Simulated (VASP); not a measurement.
# S (R-3m) in VASP: a series of runs

The runs below take S through relaxation of cell and atoms, with PBEsol, LDA, r2SCAN.

Everything below comes from runs of VASP 6.6.1. Logs are shortened: lines on timing, memory, paths and dates and some standing lists are left out, and cuts for length are marked.

## (1) The crystal as given

Symmetry: R-3m, No. 166, trigonal system. The conventional cell has a = 3.277 Å, b = 3.277 Å, c = 2.584 Å, α = 90.00°, β = 90.00°, γ = 120.00°. S (site symmetry -3m) has 6 S at 2.08 Å as nearest neighbours.

This isn't the form of S at room conditions, which is orthorhombic, of S8 rings.

## (2) Relaxation of cell and atoms, PBEsol, target pressure 173 GPa, at which the enthalpy is minimised

File INCAR:

```
PREC = Accurate ; ENCUT = 600
EDIFF = 1E-6 ; ISMEAR = 1
SIGMA = 0.1 ; LREAL = F
LASPH = T ; NELM = 80
ALGO = Normal ; ISIF = 3
LWAVE = F ; LCHARG = F
GGA = PS ; IBRION = 2
NSW = 90 ; EDIFFG = -0.01
PSTRESS = 1730.0
```

File KPOINTS:

```
Automatic mesh
0
Gamma
  19 19 19
```

File POSCAR:

```
S
1.0
    1.6385000000      0.9459884161      0.8613333333
   -1.6385000000      0.9459884161      0.8613333333
    0.0000000000     -1.8919768321      0.8613333333
S
1
Direct
    0.0000000000      0.0000000000      0.0000000000
```

Potentials or basis: VASP PAW PBE potentials, release 64 (S).

Command:

```
$ cat potpaw_PBE.64/S/POTCAR > POTCAR
$ mpirun -np 1 vasp_std > vasp.out
```

OUTCAR:

```text
PREC = Accurate
   ENCUT = 600
   EDIFF = 1E-6
   ISMEAR = 1
   LREAL = F
   LASPH = T
   NELM = 80
   ISIF = 3
   GGA = PS
   IBRION = 2
   NSW = 90
   EDIFFG = -0.01
   PSTRESS = 1730.0

 ion  position               nearest neighbor table
   1  0.000  0.000  0.000-

  LATTYP: Found a trigonal (rhomboedric) cell.
 ALAT       =     2.0788149135
 COS(alpha) =    -0.2424852435

  Lattice vectors:

 A1 = (   1.6385000000,   0.9459884161,   0.8613333333)
 A2 = (  -1.6385000000,   0.9459884161,   0.8613333333)
 A3 = (   0.0000000000,  -1.8919768321,   0.8613333333)

Analysis of symmetry for initial positions (statically):
=====================================================================
 Subroutine PRICEL returns:
 Original cell was already a primitive cell.

 Routine SETGRP: Setting up the symmetry group for a
 trigonal (rhombohedral) supercell.

 Subroutine GETGRP returns: Found 12 space group operations
 (whereof 12 operations were pure point group operations)
 out of a pool of 12 trial point group operations.

The static configuration has the point symmetry D_3d.

Analysis of symmetry for dynamics (positions and initial velocities):
=====================================================================
 Subroutine PRICEL returns:
 Original cell was already a primitive cell.

 Routine SETGRP: Setting up the symmetry group for a
 trigonal (rhombohedral) supercell.

 Subroutine GETGRP returns: Found 12 space group operations
 (whereof 12 operations were pure point group operations)
 out of a pool of 12 trial point group operations.

The dynamic configuration has the point symmetry D_3d.

 Subroutine INISYM returns: Found 12 space group operations
 (whereof 12 operations are pure point group operations),
 and found     1 'primitive' translations

----------------------------------------------------------------------------------------

                                     Primitive cell

  volume of cell :       8.0104

  direct lattice vectors                    reciprocal lattice vectors
     1.638500000  0.945988416  0.861333333     0.305157156  0.176182566  0.386996904
    -1.638500000  0.945988416  0.861333333    -0.305157156  0.176182566  0.386996904
     0.000000000 -1.891976832  0.861333333     0.000000000 -0.352365132  0.386996904

  length of vectors
     2.078814913  2.078814913  2.078814913     0.523381114  0.523381114  0.523381114

  position of ions in fractional coordinates (direct lattice)
     0.000000000  0.000000000  0.000000000

  ion indices of the primitive-cell ions
   primitive index   ion index
                 1           1

----------------------------------------------------------------------------------------

 KPOINTS: Automatic mesh

Automatic generation of k-mesh.
 Grid dimensions read from file:
 generate k-points for:   19   19   19

 Generating k-lattice:

  Cartesian coordinates                     Fractional coordinates (reciprocal lattice)
     0.016060903  0.009272767  0.020368258     0.052631579 -0.000000000  0.000000000
    -0.016060903  0.009272767  0.020368258    -0.000000000  0.052631579  0.000000000
     0.000000000 -0.018545533  0.020368258     0.000000000  0.000000000  0.052631579

  Length of vectors
     0.027546374  0.027546374  0.027546374

  Shift w.r.t. Gamma in fractional coordinates (k-lattice)
     0.000000000  0.000000000  0.000000000

 Subroutine IBZKPT returns following result:
 ===========================================

 Found    670 irreducible k-points:

 Following reciprocal coordinates:
            Coordinates               Weight
  0.000000  0.000000  0.000000      1.000000
  0.052632  0.000000  0.000000      6.000000
  0.105263  0.000000  0.000000      6.000000
  0.157895  0.000000  0.000000      6.000000
  0.210526  0.000000 -0.000000      6.000000
  0.263158  0.000000  0.000000      6.000000
[... 16 lines left out ...]
 -0.315789  0.052632  0.000000     12.000000
 -0.263158  0.052632  0.000000     12.000000
 [... further k-points ...]
   k-points           NKPTS =    670   k-points in BZ     NKDIM =    670   number of bands    NBANDS=      7
   number of dos      NEDOS =    301   number of ions     NIONS =      1
   total plane-waves  NPLWV =   5832
   dimension x,y,z NGX =    18 NGY =   18 NGZ =   18
   dimension x,y,z NGXF=    36 NGYF=   36 NGZF=   36
   ions per type =               1
   NGX,Y,Z   is equivalent  to a cutoff of  14.39, 14.39, 14.39 a.u.
   NGXF,Y,Z  is equivalent  to a cutoff of  28.79, 28.79, 28.79 a.u.
 SYSTEM =  unknown system
   PREC   = accura    normal or accurate (medium, high low for compatibility)
   ISTART =      0    job   : 0-new  1-cont  2-samecut
   ICHARG =      2    charge: 1-file 2-atom 10-const
   ISPIN  =      1    spin polarized calculation?
   LNONCOLLINEAR =      F non collinear calculations
   LSORBIT =      F    spin-orbit coupling
   LASPH  =      T    aspherical Exc in radial PAW
   ENCUT  =  600.0 eV  44.10 Ry    6.64 a.u.   4.15  4.15  4.15*2*pi/ulx,y,z
   NELM   =     80;   NELMIN=  2; NELMDL= -5     # of ELM steps
   EDIFF  = 0.1E-05   stopping-criterion for ELM
   LREAL  =      F    real-space projection
   EDIFFG = -.1E-01   stopping-criterion for IOM
   NSW    =     90    number of steps for IOM
   IBRION =      2    ionic relax: 0-MD 1-quasi-New 2-CG
   NFREE  =      1    steps in history (QN), initial steepest desc. (CG)
   ISIF   =      3    stress and relaxation
   ISYM   =      2    0-nonsym 1-usesym 2-fastsym
   POTIM  = 0.5000    time-step for ionic-motion
   TEBEG  =    0.0;   TEEND  =   0.0 temperature during run
   PSTRESS= 1730.0 pullay stress
   NELECT =       6.0000    total number of electrons
   NUPDOWN=      -1.0000    fix difference up-down
   EMIN   =  10.00;   EMAX   =-10.00  energy-range for DOS
   EFERMI =   0.00;   METHOD = LEGACY
   ISMEAR =     1;   SIGMA  =   0.10  broadening in eV -4-tet -1-fermi 0-gaus
   EFERMI_NEDOS =   21; number of points for ismear=-14 and -15
   IALGO  =     38    algorithm
   IMIX   =      4    mixing-type and parameters
     AMIX     =   0.40;   BMIX     =  1.00
     AMIX_MAG =   1.60;   BMIX_MAG =  1.00
  volume/ion in A,a.u.               =       8.01        54.06
  Fermi-wavevector in a.u.,A,eV,Ry     =   1.486758  2.809565 30.074995  2.210450
  Thomas-Fermi vector in A             =   2.600004
   LORBIT       =      0    0 simple, 1 ext, 2 COOP (PROOUT), +10 PAW based schemes
   GGA     = PS    functional components
   LHFCALC =     F    Hartree Fock is set to
   AEXX    =    0.0000 exact exchange contribution
   IVDW    =     0    specifies the selected vdW correction
   LEPSILON=     F    determine dielectric tensor
   LRPA    =     F    only Hartree local field effects (RPA)
 conjugate gradient relaxation of ions
 non-spin polarized calculation
 Methfessel and Paxton  Order N= 1 SIGMA  =   0.10
  energy-cutoff  :      600.00
  volume of cell :        8.01
 maximum number of plane-waves:       280
 NGX is ok and might be reduce to    18
   NGX =  9   NGY =  9   NGZ =  9

--------------------------------------- Ionic step        1  -------------------------------------------

 number of electron       5.9999998 magnetization

 Free energy of the ion-electron system (eV)
  ---------------------------------------------------
  ext. energy  EPLUGINS =         0.00000000
  ---------------------------------------------------
  free energy    TOTEN  =        -0.97815949 eV

  energy without entropy =       -0.97822519  energy(sigma->0) =       -0.97818139

------------------------ aborting loop because EDIFF is reached ----------------------------------------

  FORCE on cell =-STRESS in cart. coord.  units (eV):
  Direction    XX          YY          ZZ          XY          YZ          ZX
  --------------------------------------------------------------------------------------
  -------------------------------------------------------------------------------------
  Total       10.4824195     10.4824195     10.0647227      0.0000000      0.0000000      0.0000000
  in kB     2096.6085416   2096.6085416   2013.0642166      0.0000000      0.0000001      0.0000000
  external PRESSURE =     338.7604333 kB  Pullay stress =    1730.0000000 kB
[... 281 lines left out ...]
  enthalpy is  TOTEN    =         7.6251871243 eV   P V=        9.1322268571

--------------------------------------- Ionic step        9  -------------------------------------------

 number of electron       6.0000000 magnetization

 Free energy of the ion-electron system (eV)
  ---------------------------------------------------
  ext. energy  EPLUGINS =         0.00000000
  ---------------------------------------------------
  free energy    TOTEN  =        -1.49286737 eV

  energy without entropy =       -1.49295061  energy(sigma->0) =       -1.49289511

 E-fermi :  19.7408     XC(G=0): -14.3319

 val. band max:       19.7313750490   @ k =  -0.4211  -0.4211   0.3158
 cond. band min:      19.7457171971   @ k =  -0.4211   0.4737   0.4211
 fundamental gap:      0.0143421481
 Fermi energy:        19.7408048410

 k-point     1 :       0.0000    0.0000    0.0000
  band No.  band energies     occupation
      1      -6.2948      2.00000
      2      24.3107      0.00000
      3      27.5735      0.00000
      4      27.5735      0.00000
      5      28.1036      0.00000
      6      28.1036      0.00000
      7      35.6269      0.00000
[... 221 lines left out ...]
 k-point    24 :      -0.2632    0.0526    0.0000
  band No.  band energies     occupation
      1      -3.9787      2.00000
      2      14.0982      2.00000
      3      24.4369      0.00000
      4      27.2176      0.00000
      5      28.1824      0.00000
      6      32.5380      0.00000
      7      37.2039      0.00000

 [... further k-points ...]

------------------------ aborting loop because EDIFF is reached ----------------------------------------

  FORCE on cell =-STRESS in cart. coord.  units (eV):
  Direction    XX          YY          ZZ          XY          YZ          ZX
  --------------------------------------------------------------------------------------
  -------------------------------------------------------------------------------------
  Total        9.1179181      9.1179181      9.1173663      0.0000000      0.0000000     -0.0000000
  in kB     1729.9811035   1729.9811035   1729.8764100      0.0000000      0.0000002     -0.0000000
  external PRESSURE =      -0.0537943 kB  Pullay stress =    1730.0000000 kB
[... 16 lines left out ...]
  FREE ENERGIE OF THE ION-ELECTRON SYSTEM (eV)
  ---------------------------------------------------
  free  energy   TOTEN  =        -1.4928673654 eV

  energy  without entropy=       -1.4929506052  energy(sigma->0) =       -1.49289511

  enthalpy is  TOTEN    =         7.6251503177 eV   P V=        9.1180176831

 reached required accuracy - stopping structural energy minimisation
```

It took 2.1 min on 1 thread of Intel Xeon Platinum 8259CL at 2.50GHz (Skylake/Cascade Lake), shared host; peak memory 0.15 GiB.

What came out:

```
Free energy                                            : -1.4929 eV
Relaxed volume                                         : 8.44 Å³/atom
Relaxed cell                                           : a = 2.118 Å, b = 2.118 Å, c = 2.118 Å, α = 104.22°, β = 104.22°, γ = 104.22°
Space group after relaxing (to 0.05 Å)                 : R-3m (No. 166)
Energy change on relaxing (the enthalpy is what falls) : -514.7 meV/atom
Ionic steps                                            : 9
Pressure after relaxing                                : 173.0 GPa
Band gap on the k mesh                                 : none (metal or under the smearing width)
```

The path:
```
step  energy change (eV)  largest force (eV/Å)  pressure (GPa)  volume (Å³)
   1              0.0000                0.0000          206.88         8.01
   2             -1.8271                0.0000           84.26        10.14
   3             -0.5677                0.0000          169.85         8.49
   4             -0.5220                0.0000          172.71         8.45
   5             -0.5123                0.0000          173.32         8.44
   6             -0.5080                0.0000          173.38         8.44
   7             -0.5090                0.0000          173.35         8.44
   8             -0.5289                0.0000          172.12         8.46
   9             -0.5147                0.0000          172.99         8.44
```

Final structure:
```
S
1.0
     1.67180    0.96522    0.87217
    -1.67180    0.96522    0.87217
     0.00000   -1.93043    0.87217
S
1
Cartesian
  0.0000 0.0000 0.0000
```

Levels at points of the mesh, in eV from the Fermi level:
| k point | band 1 | band 2 | band 3 | band 4 | band 5 | band 6 |
| --- | --- | --- | --- | --- | --- | --- |
| (0.00, 0.00, 0.00) | -26.04 | 4.57 | 7.83 | 7.83 | 8.36 | 8.36 |

Caveat: the cell is relaxed towards a set pressure, so the enthalpy falls and the energy may rise; the PAW data sets were made with another functional, which shifts forces and pressure a little. Zero-point motion and thermal expansion aren't in these numbers.

(Continued in part 2 of 3.)
